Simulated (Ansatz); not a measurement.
Space group P6_3/mmc (No. 194). a = 2.850 Å, b = 2.850 Å, c = 4.637 Å, α = 90.00°, β = 90.00°, γ = 120.00°
```json
{"atom": "Al", "site": "2c", "symmetry": "-6m2", "x": "0.6667", "y": "0.3333", "z": "0.7500"}
```

Equation of state of this Al structure (not necessarily the ground state), with shape and atoms relaxed at each volume where symmetry leaves them free. It has no gap at any of these volumes. Theory: Ansatz, DFT PBEsol, scalar-relativistic, plane waves, PAW.

Cutoff 420 eV; k points 18×18×10 on the computed 2-atom cell (Γ-centred); Gaussian smearing, width 0.10 eV; no spin polarisation.

| V (Å³/atom) | E − E(largest V) (meV/atom) | P (GPa) |
| --- | --- | --- |
| 15.332 | 3.20 | 5.59 |
| 15.822 | -9.10 | 2.57 |
| 16.311 | -12.89 | 0.01 |
| 16.800 | -9.48 | -2.16 |
| 17.290 | 0.00 | -4.01 |

Fit a third-order Birch–Murnaghan equation to E(V).

V0 = 16.31 Å³/atom, B0 = 78 GPa, B0' = 4.6.

This form isn't the element's structure at ambient conditions.